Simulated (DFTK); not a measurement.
# HgTe (Coloradoite) (F-43m) in DFTK: reference runs

How does HgTe (Coloradoite) come out in PBEsol? The cell is run as given and disturbed, and energy against volume gives the equilibrium volume and stiffness.

All numbers are computed with DFTK 0.8.2; they aren't measurements. Logs are shortened: lines on timing, memory, paths and dates and some standing lists are left out, and cuts for length are marked.

**The experiment to reproduce.**

From a printed reference work, monograph, for a bulk crystal of HgTe: bulk modulus 43 GPa.

The runs below are set against these values where they give the same quantity.

### Step 1. Starting point

The structure is cubic, space group F-43m (No. 216). The conventional cell has a = 6.429 Å, b = 6.429 Å, c = 6.429 Å, α = 90.00°, β = 90.00°, γ = 90.00°. Hg (site symmetry -43m) has 4 Te at 2.78 Å as nearest neighbours. Te (site symmetry -43m) is surrounded by 4 Hg at 2.78 Å.

### Step 2. Single point, PBEsol

The input, run.jl:

```julia
using DFTK
using PseudoPotentialData
using Unitful, UnitfulAtomic
using LinearAlgebra, Printf
include("save.jl")
disable_threading()

# lattice vectors are the columns
lattice = austrip(1u"Å") * [           0.0         3.2145         3.2145;
                   3.2145            0.0         3.2145;
                   3.2145         3.2145            0.0]
symbols   = [:Hg, :Te]
positions = [[0.0, 0.0, 0.0],
             [0.75, 0.75, 0.75]]
pseudopotentials = PseudoFamily("dojo.nc.sr.pbesol.v0_4_1.standard.upf")
elements = Dict(s => ElementPsp(s, pseudopotentials) for s in unique(symbols))
atoms    = [elements[s] for s in symbols]

build_model(lattice, positions; symmetries=true) =
    model_DFT(lattice, atoms, positions;
              functionals=PBEsol(),
              temperature=austrip(0.05u"eV"),
              smearing=Smearing.FermiDirac(),
              symmetries)
Ecut  = 40.0  # hartree
kgrid = [7, 7, 7]
tol   = 1e-6
to_GPa = ustrip(uconvert(u"GPa", 1u"hartree/bohr^3"))

model = build_model(lattice, positions)
basis = PlaneWaveBasis(model; Ecut, kgrid)
display(basis)
scfres = self_consistent_field(basis;
                               tol,
                               nbandsalg=AdaptiveBands(model; n_bands_converge=23))
display(scfres.energies)
@printf "Fermi level: %.6f eV\n" ustrip(auconvert(u"eV", something(scfres.εF, NaN)))
forces = compute_forces_cart(scfres)
println("Forces (eV/Å)")
for (s, f) in zip(symbols, forces)
    @printf "%-3s %12.6f %12.6f %12.6f\n" s ustrip.(auconvert.(u"eV/Å", f))...
end
stress = compute_stresses_cart(scfres)
println("Stress (GPa)")
display(round.(stress * to_GPa; digits=4))
println("Levels at the first k-point (eV): ", round.(ustrip.(auconvert.(u"eV", scfres.eigenvalues[1][1:scfres.n_bands_converge])); digits=4))
save_scf!(scfres; forces, stress)
```

Potentials or basis: dojo.nc.sr.pbesol.v0_4_1.standard.upf (PBEsol).

Started as:

```
julia --threads=1 run.jl  # save.jl only writes the numbers to a file and isn't shown; printed stress counts tension as positive; times include loading and compiling
```

Log:

```text
PlaneWaveBasis discretization:

    Ecut                 : 40.0 Ha
    fft_size             : (54, 54, 54), 157464 total points
    kgrid                : MonkhorstPack([7, 7, 7])
    num.   red. kpoints  : 343
    num. irred. kpoints  : 30

    Discretized Model(gga_x_pbe_sol+gga_c_pbe_sol, 3D):
        lattice (in Bohr)    : [0         , 6.07452   , 6.07452   ]
                               [6.07452   , 0         , 6.07452   ]
                               [6.07452   , 6.07452   , 0         ]
        unit cell volume     : 448.3 Bohr³

        atoms                : HgTe
        pseudopot. family    : PseudoFamily("dojo.nc.sr.pbesol.v0_4_1.standard.upf")

        num. electrons       : 36
        spin polarization    : none
        temperature          : 0.0018375 Ha
        smearing             : DFTK.Smearing.FermiDirac()

        terms                : Kinetic()
                               AtomicLocal()
                               AtomicNonlocal()
                               Ewald(nothing)
                               PspCorrection()
                               Hartree()
                               Xc(gga_x_pbe_sol, gga_c_pbe_sol)
                               Entropy()
n     Energy            log10(ΔE)   log10(Δρ)   Diag   Δtime
---   ---------------   ---------   ---------   ----   ------
  1   -271.2228391980                   -1.04    4.4    11.9s
  2   -271.2399427412       -1.77       -1.63    1.1    5.65s
  3   -271.2413142041       -2.86       -1.97    2.7    6.29s
  4   -271.2413719436       -4.24       -2.44    1.9    6.18s
  5   -271.2413850355       -4.88       -3.01    1.4    5.61s
  6   -271.2413861595       -5.95       -3.37    2.3    6.09s
  7   -271.2413863392       -6.75       -3.83    1.4    5.71s
  8   -271.2413863686       -7.53       -4.28    2.0    5.86s
  9   -271.2413863722       -8.45       -4.73    1.6    6.26s
 10   -271.2413863727       -9.32       -5.14    2.0    6.54s
 11   -271.2413863727      -10.14       -6.36    1.9    5.81s
Energy breakdown (in Ha):
    Kinetic             104.5201992
    AtomicLocal         -242.4587889
    AtomicNonlocal      -23.6197253
    Ewald               -144.9046945
    PspCorrection       5.4085811
    Hartree             81.6424736
    Xc                  -51.8294065
    Entropy             -0.0000252

    total               -271.241386372730
Fermi level: 4.946059 eV
Forces (eV/Å)
Hg      0.000000     0.000000     0.000000
Te      0.000000     0.000000     0.000000
Stress (GPa)
3×3 StaticArraysCore.SMatrix{3, 3, Float64, 9} with indices SOneTo(3)×SOneTo(3):
 -1.8226   0.0     -0.0
  0.0     -1.8226   0.0
  0.0     -0.0     -1.8226
Levels at the first k-point (eV): [-110.3028, -58.5818, -58.5818, -58.5818, -31.861, -31.861, -31.861, -31.8524, -31.8524, -7.2389, -2.5201, -2.5201, -2.5201, -1.9641, -1.9641, 4.1362, 4.9057, 4.9057, 4.9057, 9.0842, 9.0842, 9.0842, 11.2571]
```

Wall time 2.6 min (1 thread of AMD EPYC 9R45 (Zen 5), shared host); peak memory 2 GiB.

Results:

| Property | Result |
| --- | --- |
| Free energy | -7380.8541 eV |
| Pressure | 1.8 GPa |
| Band gap on the k mesh | none (metal or under the smearing width) |

Spin-orbit coupling is left out, which matters for the levels of Hg, Te.

### Step 3. Equation of state, PBEsol

The input, run.jl:

```julia
using DFTK
using PseudoPotentialData
using Unitful, UnitfulAtomic
using LinearAlgebra, Printf
include("save.jl")
disable_threading()

# lattice vectors are the columns
lattice = austrip(1u"Å") * [           0.0         3.2145         3.2145;
                   3.2145            0.0         3.2145;
                   3.2145         3.2145            0.0]
symbols   = [:Hg, :Te]
positions = [[0.0, 0.0, 0.0],
             [0.75, 0.75, 0.75]]
pseudopotentials = PseudoFamily("dojo.nc.sr.pbesol.v0_4_1.standard.upf")
elements = Dict(s => ElementPsp(s, pseudopotentials) for s in unique(symbols))
atoms    = [elements[s] for s in symbols]

build_model(lattice, positions; symmetries=true) =
    model_DFT(lattice, atoms, positions;
              functionals=PBEsol(),
              temperature=austrip(0.05u"eV"),
              smearing=Smearing.FermiDirac(),
              symmetries)
Ecut  = 40.0  # hartree
kgrid = [7, 7, 7]
tol   = 1e-6
to_GPa = ustrip(uconvert(u"GPa", 1u"hartree/bohr^3"))

results["points"] = []
for scale in [0.94, 0.96, 0.98, 1.0, 1.02, 1.04, 1.06]
    println("\n=== scale = ", scale)
    model = build_model(cbrt(scale) * lattice, positions)
    basis = PlaneWaveBasis(model; Ecut, kgrid)
    t0 = time()
    scfres = self_consistent_field(basis;
                                   tol,
                                   nbandsalg=AdaptiveBands(model; n_bands_converge=23))
    seconds = time() - t0
    @printf "SCF: %d iterations, %.1f s\n" scfres.n_iter seconds
    forces = compute_forces_cart(scfres)
    stress = compute_stresses_cart(scfres)
    @printf "V = %.5f Å^3  F = %.8f Ha  max force = %.5f eV/Å  p = %.4f GPa\n" ustrip(auconvert(u"Å^3", model.unit_cell_volume)) scfres.energies.total ustrip(auconvert(u"eV/Å", maximum(norm, forces))) (-tr(stress) / 3 * to_GPa)
    push!(results["points"], save_scf!(scfres; forces, stress, d=Dict{String,Any}("seconds" => seconds, "n_matvec" => get(scfres, :n_matvec, 0))))
end

# third-order Birch-Murnaghan fit in x = V^(-2/3)
V = [0.94, 0.96, 0.98, 1.0, 1.02, 1.04, 1.06] * abs(det(lattice))
E = [p["total"] for p in results["points"]]
x = V .^ (-2 / 3)
c = [x .^ 0 x x .^ 2 x .^ 3] \ E
Δ = c[3]^2 - 3c[2] * c[4]
if Δ > 0
    x0 = (-c[3] + sqrt(Δ)) / 3c[4]
    B0 = 4 / 9 * x0^(7 / 2) * (2c[3] + 6c[4] * x0)
    @printf "V0 = %.4f Å^3  B0 = %.2f GPa\n" ustrip(auconvert(u"Å^3", x0^(-3 / 2))) B0 * to_GPa
end
```

Potentials or basis: dojo.nc.sr.pbesol.v0_4_1.standard.upf (PBEsol).

Started as:

```
julia --threads=1 run.jl  # save.jl only writes the numbers to a file and isn't shown; printed stress counts tension as positive; times include loading and compiling
```

Log:

```text
=== scale = 0.94
n     Energy            log10(ΔE)   log10(Δρ)   Diag   Δtime
---   ---------------   ---------   ---------   ----   ------
  1   -271.2189389312                   -1.02    4.4    20.2s
  2   -271.2369145936       -1.75       -1.65    1.1    9.27s
  3   -271.2380526934       -2.94       -1.99    2.8    10.4s
  4   -271.2381005449       -4.32       -2.48    1.6    9.92s
  5   -271.2381102937       -5.01       -3.05    1.5    10.4s
  6   -271.2381112192       -6.03       -3.32    2.4    9.63s
  7   -271.2381114292       -6.68       -3.89    1.1    9.16s
  8   -271.2381114540       -7.61       -4.39    2.1    11.6s
  9   -271.2381114558       -8.73       -4.62    1.9    11.9s
 10   -271.2381114566       -9.11       -5.53    1.5    9.09s
[... 56 further cycles ...]
  1   -271.2237323835                   -1.06    4.4    20.9s
  2   -271.2400609333       -1.79       -1.61    1.0    10.8s
  3   -271.2417031554       -2.78       -1.92    2.7    11.9s
  4   -271.2418006061       -4.01       -2.60    1.8    12.6s
  5   -271.2418079536       -5.13       -2.93    2.0    14.6s
  6   -271.2418091033       -5.94       -3.66    1.6    12.4s
  7   -271.2418091820       -7.10       -4.26    2.5    15.6s
  8   -271.2418091859       -8.41       -4.83    2.0    14.2s
  9   -271.2418091863       -9.43       -5.36    2.2    13.3s
 10   -271.2418091863      -10.51       -6.17    2.2    12.8s
SCF: 10 iterations, 140.6 s
V = 70.41678 Å^3  F = -271.24180919 Ha  max force = 0.00000 eV/Å  p = -0.7728 GPa
V0 = 69.0984 Å^3  B0 = 42.16 GPa
```

Run time: 35 min. Hardware: 1 thread of Intel Xeon Platinum 8375C at 2.90GHz (Ice Lake), shared host; peak memory 2.3 GiB.

Results:

```yaml
Equilibrium_volume: 34.55 Å³/atom
Bulk_modulus: 42 GPa
Pressure_derivative_of_the_bulk_modulus: 5.2
```

Energy against volume, from the lowest point:
```tsv
volume (Å³/atom)	energy (meV/atom)
31.223	51.90
31.887	31.83
32.551	17.18
33.215	7.34
33.880	1.78
34.544	0.00
35.208	1.59
```

Spin-orbit coupling is left out, which matters for the levels of Hg, Te.

### Step 4. Single point, PBEsol, 31.22 Å³/atom (volume scaled by 0.94)

run.jl is that of step 3.

Started as:

```
julia --threads=1 run.jl  # one pass of the loop, scale = 0.94; save.jl only writes the numbers to a file and isn't shown; printed stress counts tension as positive; times include loading and compiling
```

Wall time 2.2 min (1 thread of Intel Xeon Platinum 8375C at 2.90GHz (Ice Lake), shared host).

It converged, with:

- Free energy: -7380.7650 eV
- Pressure: 5.5 GPa
- Band gap on the k mesh: none (metal or under the smearing width)

### Step 5. Single point, PBEsol, 31.89 Å³/atom (volume scaled by 0.96)

run.jl is that of step 4.

Potentials or basis: dojo.nc.sr.pbesol.v0_4_1.standard.upf (PBEsol).

Started as:

```
julia --threads=1 run.jl  # one pass of the loop, scale = 0.96; save.jl only writes the numbers to a file and isn't shown; printed stress counts tension as positive; times include loading and compiling
```

Wall time 3 min (1 thread of Intel Xeon Platinum 8375C at 2.90GHz (Ice Lake), shared host).

Results:

```
Free energy            : -7380.8052 eV
Pressure               : 4.1 GPa
Band gap on the k mesh : none (metal or under the smearing width)
```

### Step 6. Single point, PBEsol, 32.55 Å³/atom (volume scaled by 0.98)

run.jl is that of step 5.

Potentials or basis: dojo.nc.sr.pbesol.v0_4_1.standard.upf (PBEsol).

Started as:

```
julia --threads=1 run.jl  # one pass of the loop, scale = 0.98; save.jl only writes the numbers to a file and isn't shown; printed stress counts tension as positive; times include loading and compiling
```

It took 3.1 min on 1 thread of Intel Xeon Platinum 8375C at 2.90GHz (Ice Lake), shared host.

Results (log left out):

```
Free energy            : -7380.8345 eV
Pressure               : 2.9 GPa
Band gap on the k mesh : none (metal or under the smearing width)
```

### Step 7. Single point, PBEsol, 33.22 Å³/atom

run.jl is that of step 6.

Started as:

```
julia --threads=1 run.jl  # one pass of the loop, scale = 1.0; save.jl only writes the numbers to a file and isn't shown; printed stress counts tension as positive; times include loading and compiling
```

Run time: 2.8 min. Hardware: 1 thread of Intel Xeon Platinum 8375C at 2.90GHz (Ice Lake), shared host.

The run converged. Its results:

| Property | Result |
| --- | --- |
| Free energy | -7380.8541 eV |
| Pressure | 1.8 GPa |
| Band gap on the k mesh | none (metal or under the smearing width) |

### Step 8. Single point, PBEsol, 33.88 Å³/atom (volume scaled by 1.02)

run.jl is that of step 7.

Started as:

```
julia --threads=1 run.jl  # one pass of the loop, scale = 1.02; save.jl only writes the numbers to a file and isn't shown; printed stress counts tension as positive; times include loading and compiling
```

It took 2.7 min on 1 thread of Intel Xeon Platinum 8375C at 2.90GHz (Ice Lake), shared host.

It converged, with:

- Free energy: -7380.8653 eV
- Pressure: 0.9 GPa
- Band gap on the k mesh: none (metal or under the smearing width)

### Step 9. Single point, PBEsol, 34.54 Å³/atom (volume scaled by 1.04)

run.jl is that of step 8.

Potentials or basis: dojo.nc.sr.pbesol.v0_4_1.standard.upf (PBEsol).

Started as:

```
julia --threads=1 run.jl  # one pass of the loop, scale = 1.04; save.jl only writes the numbers to a file and isn't shown; printed stress counts tension as positive; times include loading and compiling
```

Run time: 2.8 min. Hardware: 1 thread of Intel Xeon Platinum 8375C at 2.90GHz (Ice Lake), shared host.

The run converged. Its results:

```yaml
Free_energy: -7380.8688 eV
Pressure: 0.0 GPa
Band_gap_on_the_k_mesh: none (metal or under the smearing width)
```

### Step 10. Single point, PBEsol, 35.21 Å³/atom (volume scaled by 1.06)

run.jl is that of step 9.

Started as:

```
julia --threads=1 run.jl  # one pass of the loop, scale = 1.06; save.jl only writes the numbers to a file and isn't shown; printed stress counts tension as positive; times include loading and compiling
```

It took 2.3 min on 1 thread of Intel Xeon Platinum 8375C at 2.90GHz (Ice Lake), shared host.

Results (log left out):

```
Free energy            : -7380.8656 eV
Pressure               : -0.8 GPa
Band gap on the k mesh : none (metal or under the smearing width)
```

### Step 11. Single point, PBEsol (atoms moved at random, drawn with an rms of 0.05 Å)

The input, run.jl:

```julia
using DFTK
using PseudoPotentialData
using Unitful, UnitfulAtomic
using LinearAlgebra, Printf
include("save.jl")
disable_threading()

# lattice vectors are the columns
lattice = austrip(1u"Å") * [           0.0         3.2145         3.2145;
                   3.2145            0.0         3.2145;
                   3.2145         3.2145            0.0]
symbols   = [:Hg, :Te]
positions = [[-0.002633, 0.003147, -0.004418],
             [0.748726, 0.752263, 0.749208]]
pseudopotentials = PseudoFamily("dojo.nc.sr.pbesol.v0_4_1.standard.upf")
elements = Dict(s => ElementPsp(s, pseudopotentials) for s in unique(symbols))
atoms    = [elements[s] for s in symbols]

build_model(lattice, positions; symmetries=true) =
    model_DFT(lattice, atoms, positions;
              functionals=PBEsol(),
              temperature=austrip(0.05u"eV"),
              smearing=Smearing.FermiDirac(),
              symmetries)
Ecut  = 40.0  # hartree
kgrid = [7, 7, 7]
tol   = 1e-6
to_GPa = ustrip(uconvert(u"GPa", 1u"hartree/bohr^3"))

model = build_model(lattice, positions)
basis = PlaneWaveBasis(model; Ecut, kgrid)
display(basis)
scfres = self_consistent_field(basis;
                               tol,
                               nbandsalg=AdaptiveBands(model; n_bands_converge=23))
display(scfres.energies)
@printf "Fermi level: %.6f eV\n" ustrip(auconvert(u"eV", something(scfres.εF, NaN)))
forces = compute_forces_cart(scfres)
println("Forces (eV/Å)")
for (s, f) in zip(symbols, forces)
    @printf "%-3s %12.6f %12.6f %12.6f\n" s ustrip.(auconvert.(u"eV/Å", f))...
end
stress = compute_stresses_cart(scfres)
println("Stress (GPa)")
display(round.(stress * to_GPa; digits=4))
println("Levels at the first k-point (eV): ", round.(ustrip.(auconvert.(u"eV", scfres.eigenvalues[1][1:scfres.n_bands_converge])); digits=4))
save_scf!(scfres; forces, stress)
```

Started as:

```
julia --threads=1 run.jl  # save.jl only writes the numbers to a file and isn't shown; printed stress counts tension as positive; times include loading and compiling
```

Run time: 29 min. Hardware: 1 thread of Intel Xeon 6975P-C (Granite Rapids), shared host; peak memory 8.7 GiB.

It converged, with:

- Free energy: -7380.8534 eV
- Pressure: 1.8 GPa
- Largest force: 0.076 eV/Å
- Band gap on the k mesh: none (metal or under the smearing width)

Forces on the atoms (eV/Å):
```
Hg   0.037  0.066  0.009
Te  -0.037 -0.066 -0.009
```

Stress tensor (GPa, compression positive):
```
1.83 0.03 0.25
0.03 1.83 0.14
0.25 0.14 1.83
```

Levels at points of the mesh, in eV from the Fermi level:
```tsv
k point	band 15	band 16	band 17	band 18	band 19	band 20	band 21	band 22
(0.00, 0.00, 0.00)	-6.91	-0.81	-0.05	-0.04	-0.03	4.13	4.14	4.15
```

Spin-orbit coupling is left out, which matters for the levels of Hg, Te.

### Step 12. Summary

| task | cell | gap on the mesh (eV) | pressure (GPa) |
| --- | --- | --- | --- |
| single point | as given | none | 1.8 |
| equation of state | as given | - | - |
| single point | atoms moved at random, drawn with an rms of 0.05 Å | none | 1.8 |

Alike in all rows: level PBEsol; potentials or basis dojo.nc.sr.pbesol.v0_4_1.standard.upf (PBEsol); no spin polarisation; k mesh 7 × 7 × 7; cutoff (eV) 1088; smearing fermi-dirac 0.05 eV.

Total energies depend on the potentials used, so only differences within one code and one set of settings carry meaning.

### Step 13. Against experiment

Step 3. Against the measured bulk modulus of HgTe, 43 GPa (a printed reference work, monograph), the calculated 42 GPa is off by -2.0 %. The fit is for a static lattice scaled at fixed shape and fixed fractional positions.
